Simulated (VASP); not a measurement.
# Te (R-3m) in VASP: reference runs

Reference runs on Te: the cell as given and a disturbed copy, then over a range of volumes.

All numbers are computed with VASP 6.6.1; they aren't measurements. Logs are shortened: lines on timing, memory, paths and dates and some standing lists are left out, and cuts for length are marked.

### 1 The crystal as given

The structure is trigonal, space group R-3m (No. 166). The conventional cell has a = 4.612 Å, b = 4.612 Å, c = 5.073 Å, α = 90.00°, β = 90.00°, γ = 120.00°. Around Te (site symmetry -3m) lie 6 Te at 3.15 Å.

This isn't the form of Te at room conditions, which is trigonal, of chains.

### 2 Single point, PBE

Contents of INCAR:

```
SYSTEM = Te
PREC     = Accurate       ! precision mode
ENCUT    = 520            ! plane-wave cutoff, eV
EDIFF    = 1E-7           ! SCF threshold, eV
ISMEAR   = -1             ! smearing method
SIGMA    = 0.05           ! smearing width, eV
LREAL    = .False.        ! projectors in reciprocal space
LASPH    = .True.         ! aspherical terms in the spheres
NELM     = 100            ! most SCF steps
ALGO     = Normal         ! electronic algorithm
ISIF     = 2              ! what is computed and relaxed
LWAVE    = .False.        ! write WAVECAR
LCHARG   = .False.        ! write CHGCAR
GGA      = PE             ! functional
NBANDS   = 9              ! bands
```

Contents of KPOINTS:

```
Automatic mesh
0
Gamma
  9 9 9
  0 0 0
```

Contents of POSCAR:

```
Te
1.0
    2.3059043427      1.3313144930      1.6909537039
   -2.3059043427      1.3313144930      1.6909537039
    0.0000000000     -2.6626289860      1.6909537039
Te
1
Direct
    0.5000000000      0.5000000000      0.5000000000
```

Potentials or basis: VASP PAW PBE potentials, release 64 (Te).

On the command line:

```
cat potpaw_PBE.64/Te/POTCAR > POTCAR
mpirun -np 1 vasp_std > vasp.out
```

OUTCAR:

```text
SYSTEM = Te
   PREC = Accurate
   ENCUT = 520
   EDIFF = 1E-7
   ISMEAR = -1
   LREAL = .False.
   LASPH = .True.
   NELM = 100
   ISIF = 2
   GGA = PE

 ion  position               nearest neighbor table
   1  0.500  0.500  0.500-

  LATTYP: Found a trigonal (rhomboedric) cell.
 ALAT       =     3.1541904739
 COS(alpha) =    -0.0688991668

  Lattice vectors:

 A1 = (   2.3059043427,   1.3313144930,   1.6909537039)
 A2 = (  -2.3059043427,   1.3313144930,   1.6909537039)
 A3 = (   0.0000000000,  -2.6626289860,   1.6909537039)

Analysis of symmetry for initial positions (statically):
=====================================================================
 Subroutine PRICEL returns:
 Original cell was already a primitive cell.

 Routine SETGRP: Setting up the symmetry group for a
 trigonal (rhombohedral) supercell.

 Subroutine GETGRP returns: Found 12 space group operations
 (whereof 12 operations were pure point group operations)
 out of a pool of 12 trial point group operations.

The static configuration has the point symmetry D_3d.

Analysis of symmetry for dynamics (positions and initial velocities):
=====================================================================
 Subroutine PRICEL returns:
 Original cell was already a primitive cell.

 Routine SETGRP: Setting up the symmetry group for a
 trigonal (rhombohedral) supercell.

 Subroutine GETGRP returns: Found 12 space group operations
 (whereof 12 operations were pure point group operations)
 out of a pool of 12 trial point group operations.

The dynamic configuration has the point symmetry D_3d.

 Subroutine INISYM returns: Found 12 space group operations
 (whereof 12 operations are pure point group operations),
 and found     1 'primitive' translations

----------------------------------------------------------------------------------------

                                     Primitive cell

  volume of cell :      31.1462

  direct lattice vectors                    reciprocal lattice vectors
     2.305904343  1.331314493  1.690953704     0.216834667  0.125189553  0.197127415
    -2.305904343  1.331314493  1.690953704    -0.216834667  0.125189553  0.197127415
     0.000000000 -2.662628986  1.690953704     0.000000000 -0.250379107  0.197127415

  length of vectors
     3.154190474  3.154190474  3.154190474     0.318667405  0.318667405  0.318667405

  position of ions in fractional coordinates (direct lattice)
     0.500000000  0.500000000  0.500000000

  ion indices of the primitive-cell ions
   primitive index   ion index
                 1           1

----------------------------------------------------------------------------------------

 KPOINTS: Automatic mesh

Automatic generation of k-mesh.
 Grid dimensions read from file:
 generate k-points for:    9    9    9

 Generating k-lattice:

  Cartesian coordinates                     Fractional coordinates (reciprocal lattice)
     0.024092741  0.013909950  0.021903046     0.111111111  0.000000000  0.000000000
    -0.024092741  0.013909950  0.021903046     0.000000000  0.111111111  0.000000000
     0.000000000 -0.027819901  0.021903046     0.000000000  0.000000000  0.111111111

  Length of vectors
     0.035407489  0.035407489  0.035407489

  Shift w.r.t. Gamma in fractional coordinates (k-lattice)
     0.000000000  0.000000000  0.000000000

 Subroutine IBZKPT returns following result:
 ===========================================

 Found     85 irreducible k-points:

 Following reciprocal coordinates:
            Coordinates               Weight
  0.000000  0.000000  0.000000      1.000000
  0.111111  0.000000  0.000000      6.000000
  0.222222  0.000000  0.000000      6.000000
  0.333333  0.000000  0.000000      6.000000
  0.444444  0.000000  0.000000      6.000000
  0.111111  0.111111  0.000000      6.000000
[... 42 lines left out ...]
 -0.333333  0.444444  0.111111     12.000000
 -0.222222  0.444444  0.111111     12.000000
 [... further k-points ...]
   k-points           NKPTS =     85   k-points in BZ     NKDIM =     85   number of bands    NBANDS=      9
   number of dos      NEDOS =    301   number of ions     NIONS =      1
   total plane-waves  NPLWV =  13824
   dimension x,y,z NGX =    24 NGY =   24 NGZ =   24
   dimension x,y,z NGXF=    48 NGYF=   48 NGZF=   48
   ions per type =               1
   NGX,Y,Z   is equivalent  to a cutoff of  12.65, 12.65, 12.65 a.u.
   NGXF,Y,Z  is equivalent  to a cutoff of  25.30, 25.30, 25.30 a.u.
 SYSTEM =  Te
   PREC   = accura    normal or accurate (medium, high low for compatibility)
   ISTART =      0    job   : 0-new  1-cont  2-samecut
   ICHARG =      2    charge: 1-file 2-atom 10-const
   ISPIN  =      1    spin polarized calculation?
   LNONCOLLINEAR =      F non collinear calculations
   LSORBIT =      F    spin-orbit coupling
   LASPH  =      T    aspherical Exc in radial PAW
   ENCUT  =  520.0 eV  38.22 Ry    6.18 a.u.   5.86  5.86  5.86*2*pi/ulx,y,z
   NELM   =    100;   NELMIN=  2; NELMDL= -5     # of ELM steps
   EDIFF  = 0.1E-06   stopping-criterion for ELM
   LREAL  =      F    real-space projection
   EDIFFG = 0.1E-05   stopping-criterion for IOM
   NSW    =      0    number of steps for IOM
   IBRION =     -1    ionic relax: 0-MD 1-quasi-New 2-CG
   NFREE  =      0    steps in history (QN), initial steepest desc. (CG)
   ISIF   =      2    stress and relaxation
   ISYM   =      2    0-nonsym 1-usesym 2-fastsym
   POTIM  = 0.5000    time-step for ionic-motion
   TEBEG  =    0.0;   TEEND  =   0.0 temperature during run
   PSTRESS=    0.0 pullay stress
   NELECT =       6.0000    total number of electrons
   NUPDOWN=      -1.0000    fix difference up-down
   EMIN   =  10.00;   EMAX   =-10.00  energy-range for DOS
   EFERMI =   0.00;   METHOD = LEGACY
   ISMEAR =    -1;   SIGMA  =   0.05  broadening in eV -4-tet -1-fermi 0-gaus
   EFERMI_NEDOS =   21; number of points for ismear=-14 and -15
   IALGO  =     38    algorithm
   IMIX   =      4    mixing-type and parameters
     AMIX     =   0.40;   BMIX     =  1.00
     AMIX_MAG =   1.60;   BMIX_MAG =  1.00
  volume/ion in A,a.u.               =      31.15       210.18
  Fermi-wavevector in a.u.,A,eV,Ry     =   0.945490  1.786717 12.162947  0.893951
  Thomas-Fermi vector in A             =   2.073397
   LORBIT       =      0    0 simple, 1 ext, 2 COOP (PROOUT), +10 PAW based schemes
   GGA     = PE    functional components
   LHFCALC =     F    Hartree Fock is set to
   AEXX    =    0.0000 exact exchange contribution
   IVDW    =     0    specifies the selected vdW correction
   LEPSILON=     F    determine dielectric tensor
   LRPA    =     F    only Hartree local field effects (RPA)
 non-spin polarized calculation
  energy-cutoff  :      520.00
  volume of cell :       31.15
 maximum number of plane-waves:       858
   NGX = 11   NGY = 11   NGZ = 11

 number of electron       5.9999999 magnetization

 Free energy of the ion-electron system (eV)
  ---------------------------------------------------
  ext. energy  EPLUGINS =         0.00000000
  ---------------------------------------------------
  free energy    TOTEN  =        -3.08839223 eV

  energy without entropy =       -3.08298797  energy(sigma->0) =       -3.08569010

 E-fermi :   7.0953     XC(G=0):  -9.5026

 val. band max:        7.0911141496   @ k =  -0.3333   0.4444   0.2222
 cond. band min:       7.1071487996   @ k =   0.2222   0.1111   0.0000
 fundamental gap:      0.0160346500
 Fermi energy:         7.0952993147

 k-point     1 :       0.0000    0.0000    0.0000
  band No.  band energies     occupation
      1      -6.8826      2.00000
      2       8.0525      0.00000
      3       8.5298      0.00000
      4       8.5298      0.00000
      5      13.1482      0.00000
      6      13.1482      0.00000
      7      13.8103      0.00000
      8      23.9161      0.00000
      9      24.0835      0.00000

 k-point     2 :       0.1111    0.0000    0.0000
  band No.  band energies     occupation
      1      -6.7285      2.00000
      2       6.8026      1.99428
      3       8.3613      0.00000
      4       8.6573      0.00000
      5      13.2926      0.00000
      6      13.7072      0.00000
      7      15.2531      0.00000
      8      21.8084      0.00000
      9      21.9025      0.00000

 k-point     3 :       0.2222    0.0000    0.0000
  band No.  band energies     occupation
      1      -6.2879      2.00000
      2       4.3865      2.00000
      3       8.6912      0.00000
      4       9.0082      0.00000
      5      13.7030      0.00000
      6      14.2513      0.00000
      7      18.2404      0.00000
      8      19.9341      0.00000
      9      20.0099      0.00000

 k-point     4 :       0.3333    0.0000    0.0000
  band No.  band energies     occupation
      1      -5.6536      2.00000
      2       2.2798      2.00000
      3       9.1471      0.00000
      4       9.4730      0.00000
      5      14.2732      0.00000
      6      15.0736      0.00000
      7      17.9042      0.00000
      8      18.5340      0.00000
      9      20.3243      0.00000
[... 397 lines left out ...]
 k-point    38 :      -0.3333    0.2222    0.1111
  band No.  band energies     occupation
      1      -4.9781      2.00000
      2       3.2883      2.00000
      3       5.7600      2.00000
      4       8.4050      0.00000
      5      13.0042      0.00000
      6      15.7271      0.00000
      7      17.0750      0.00000
      8      19.6279      0.00000
      9      21.2025      0.00000

 k-point    39 :      -0.2222    0.2222    0.1111
  band No.  band energies     occupation
      1      -5.5955      2.00000
      2       5.1271      2.00000
      3       5.5113      2.00000
      4       7.8558      0.00000
      5      14.5811      0.00000
      6      16.1310      0.00000
      7      17.5746      0.00000
      8      18.6484      0.00000
      9      19.6685      0.00000

 k-point    40 :      -0.1111    0.2222    0.1111
  band No.  band energies     occupation
      1      -5.9961      2.00000
      2       4.6608      2.00000
      3       7.3125      0.02562
      4       7.9432      0.00000
      5      15.2485      0.00000
      6      15.8395      0.00000
      7      17.2692      0.00000
      8      18.9163      0.00000
      9      19.9565      0.00000

 [... further k-points ...]

------------------------ aborting loop because EDIFF is reached ----------------------------------------

  FORCE on cell =-STRESS in cart. coord.  units (eV):
  Direction    XX          YY          ZZ          XY          YZ          ZX
  --------------------------------------------------------------------------------------
  -------------------------------------------------------------------------------------
  Total        0.4981303      0.4981303      0.5112589      0.0000000      0.0000000      0.0000000
  in kB       25.6241006     25.6241006     26.2994442      0.0000000      0.0000000      0.0000000
  external PRESSURE =      25.8492152 kB  Pullay stress =       0.0000000 kB

 VOLUME and BASIS-vectors are now :
 -----------------------------------------------------------------------------
  energy-cutoff  :      520.00
  volume of cell :       31.15
      direct lattice vectors                 reciprocal lattice vectors
     2.305904343  1.331314493  1.690953704     0.216834667  0.125189553  0.197127415
    -2.305904343  1.331314493  1.690953704    -0.216834667  0.125189553  0.197127415
     0.000000000 -2.662628986  1.690953704     0.000000000 -0.250379107  0.197127415

 POSITION                                       TOTAL-FORCE (eV/Angst)
 -----------------------------------------------------------------------------------
      0.00000      0.00000      2.53643         0.000000     -0.000000     -0.000000
 -----------------------------------------------------------------------------------
    total drift:                                0.000000      0.000000     -0.000000

  FREE ENERGIE OF THE ION-ELECTRON SYSTEM (eV)
  ---------------------------------------------------
  free  energy   TOTEN  =        -3.0883922338 eV

  energy  without entropy=       -3.0829879651  energy(sigma->0) =       -3.08569010
```

Wall time 26 s (1 thread of AMD EPYC 7R43 (Zen 3), shared host); peak memory 0.11 GiB.

What came out:

| Item | Value |
| --- | --- |
| Free energy | -3.0884 eV |
| Pressure | 2.6 GPa |
| Band gap on the k mesh | none (metal or under the smearing width) |

### 3 Single point, PBE (cell strained at random at fixed volume)

Contents of INCAR:

```
SYSTEM = Te
PREC = Accurate
ENCUT = 520
EDIFF = 1E-7
ISMEAR = -1
SIGMA = 0.05
LREAL = .FALSE.
LASPH = .TRUE.
NELM = 100
ALGO = Normal
ISIF = 2
LWAVE = .FALSE.
LCHARG = .FALSE.
GGA = PE
NBANDS = 9
```

Contents of KPOINTS:

```
regular mesh
0
G
  9 9 9
  0 0 0
```

Contents of POSCAR:

```
Te
1.0
    2.2857050000      1.3084100000      1.7231440000
   -2.2642260000      1.2957370000      1.7038320000
   -0.0002360000     -2.6597710000      1.7572810000
Te
1
Direct
    0.5014310000      0.4938640000      0.5031630000
```

Potentials or basis: VASP PAW PBE potentials, release 64 (Te).

On the command line:

```
cat potpaw_PBE.64/Te/POTCAR > POTCAR
mpirun -np 1 vasp_std > vasp.out
```

OUTCAR:

```text
SYSTEM = Te
   PREC = Accurate
   ENCUT = 520
   EDIFF = 1E-7
   ISMEAR = -1
   LREAL = .FALSE.
   LASPH = .TRUE.
   NELM = 100
   ISIF = 2
   GGA = PE

 ion  position               nearest neighbor table
   1  0.501  0.494  0.503-

  LATTYP: Found a triclinic cell.
 ALAT       =     4.3775453490
 B/A-ratio  =     0.7189686335
 C/A-ratio  =     1.0412024223
 COS(alpha) =     0.0063775621
 COS(beta)  =     0.5365565317
 COS(gamma) =     0.6861207785

  Lattice vectors:

 A1 = (  -2.2854690000,   1.3513610000,  -3.4804250000)
 A2 = (  -2.2857050000,  -1.3084100000,  -1.7231440000)
 A3 = (  -2.2639900000,   3.9555080000,  -0.0534490000)

Analysis of symmetry for initial positions (statically):
=====================================================================
 Subroutine PRICEL returns:
 Original cell was already a primitive cell.

 Routine SETGRP: Setting up the symmetry group for a
 triclinic supercell.

 Subroutine GETGRP returns: Found  2 space group operations
 (whereof  1 operations were pure point group operations)
 out of a pool of  2 trial point group operations.

The static configuration has the point symmetry C_1 .
[... 192 lines left out ...]
 Fermi energy:         7.1069094556

 k-point     1 :       0.0000    0.0000    0.0000
  band No.  band energies     occupation
      1      -6.8930      2.00000
      2       7.9978      0.00000
      3       8.3751      0.00000
      4       8.6844      0.00000
      5      12.9526      0.00000
      6      13.1831      0.00000
      7      13.8826      0.00000
      8      24.3864      0.00000
      9      24.4087      0.00000
[... 457 lines left out ...]
 k-point    40 :      -0.2222    0.4444   -0.0000
  band No.  band energies     occupation
      1      -4.4230      2.00000
      2       1.5296      2.00000
      3       6.1650      2.00000
      4      10.0184      0.00000
      5      12.2896      0.00000
      6      15.8245      0.00000
      7      17.8330      0.00000
      8      18.9313      0.00000
      9      20.4901      0.00000

 [... further k-points ...]

------------------------ aborting loop because EDIFF is reached ----------------------------------------

  FORCE on cell =-STRESS in cart. coord.  units (eV):
  Direction    XX          YY          ZZ          XY          YZ          ZX
  --------------------------------------------------------------------------------------
  -------------------------------------------------------------------------------------
  Total        0.5899116      0.5376896      0.5507598     -0.0301416      0.0596409     -0.0369763
  in kB       30.3453766     27.6590497     28.3313847     -1.5504982      3.0679599     -1.9020794
  external PRESSURE =      28.7786037 kB  Pullay stress =       0.0000000 kB

 VOLUME and BASIS-vectors are now :
 -----------------------------------------------------------------------------
  energy-cutoff  :      520.00
  volume of cell :       31.15
      direct lattice vectors                 reciprocal lattice vectors
     2.285705000  1.308410000  1.723144000     0.218607032  0.127735648  0.193366436
    -2.264226000  1.295737000  1.703832000    -0.220971222  0.128973469  0.195180932
    -0.000236000 -2.659771000  1.757281000    -0.000110145 -0.250304897  0.190206500

 POSITION                                       TOTAL-FORCE (eV/Angst)
 -----------------------------------------------------------------------------------
      0.02778     -0.04230      2.58970         0.000000      0.000000      0.000000
 -----------------------------------------------------------------------------------
    total drift:                               -0.000000     -0.000000      0.000000

  FREE ENERGIE OF THE ION-ELECTRON SYSTEM (eV)
  ---------------------------------------------------
  free  energy   TOTEN  =        -3.0878822322 eV

  energy  without entropy=       -3.0828047650  energy(sigma->0) =       -3.08534350
```

OSZICAR:

```text
N       E                     dE             d eps       ncg     rms          rms(c)
DAV:   1     0.175050714606E+02    0.17505E+02   -0.25122E+03  6578   0.530E+02
DAV:   2    -0.251047778336E+01   -0.20016E+02   -0.19121E+02  8492   0.727E+01
DAV:   3    -0.307827487359E+01   -0.56780E+00   -0.56262E+00  7939   0.151E+01
DAV:   4    -0.308298757645E+01   -0.47127E-02   -0.47122E-02  9209   0.157E+00
DAV:   5    -0.308303563033E+01   -0.48054E-04   -0.48054E-04  8304   0.124E-01    0.816E+00
DAV:   6    -0.308583899682E+01   -0.28034E-02   -0.64330E-04  8441   0.184E-01    0.498E+00
DAV:   7    -0.308782719467E+01   -0.19882E-02   -0.15507E-03  7000   0.283E-01    0.738E-02
DAV:   8    -0.308787002482E+01   -0.42830E-04   -0.40223E-05  8403   0.409E-02    0.371E-02
DAV:   9    -0.308788167853E+01   -0.11654E-04   -0.16767E-05  7069   0.246E-02    0.931E-03
DAV:  10    -0.308788186844E+01   -0.18991E-06   -0.26336E-07  9134   0.331E-03    0.246E-03
DAV:  11    -0.308788214590E+01   -0.27746E-06   -0.61316E-07  6973   0.414E-03    0.195E-03
DAV:  12    -0.308788223217E+01   -0.86268E-07   -0.60823E-09  4865   0.527E-04
   1 F= -.30878822E+01 E0= -.30853435E+01  d E =-.507747E-02
```

Run time: 95 s. Hardware: 1 thread of AMD EPYC 7R43 (Zen 3), shared host; peak memory 0.17 GiB.

Results:

| Item | Value |
| --- | --- |
| Free energy | -3.0879 eV |
| Pressure | 2.9 GPa |
| Band gap on the k mesh | none (metal or under the smearing width) |

Stress tensor (GPa, compression positive):
```
 3.03 -0.16 -0.19
-0.16  2.77  0.31
-0.19  0.31  2.83
```

### 4 Equation of state, PBE, 29.28 Å³/atom (volume scaled by 0.94)

Contents of INCAR:

```
PREC = Accurate
ENCUT = 520
EDIFF = 1E-7
ISMEAR = -1
SIGMA = 0.05
LREAL = F
LASPH = T
NELM = 60
ALGO = Normal
ISIF = 2
LWAVE = F
LCHARG = F
GGA = PE
NBANDS = 9
```

Contents of KPOINTS:

```
regular mesh
0
Gamma
  9 9 9
```

Contents of POSCAR:

```
Te
1.0
    2.2588318621      1.3041371837      1.6564347588
   -2.2588318621      1.3041371837      1.6564347588
    0.0000000000     -2.6082743673      1.6564347588
Te
1
Direct
    0.5000000000      0.5000000000      0.5000000000
```

On the command line:

```
cat potpaw_PBE.64/Te/POTCAR > POTCAR
mpirun -np 1 vasp_std > vasp.out
```

Wall time 21 s (1 thread of AMD EPYC 7R43 (Zen 3), shared host); peak memory 0.12 GiB.

The run converged. Its results:

* Free energy: -3.0342 eV
* Pressure: 6.9 GPa
* Band gap on the k mesh: none (metal or under the smearing width)

(Part 1 of 2 ends here.)
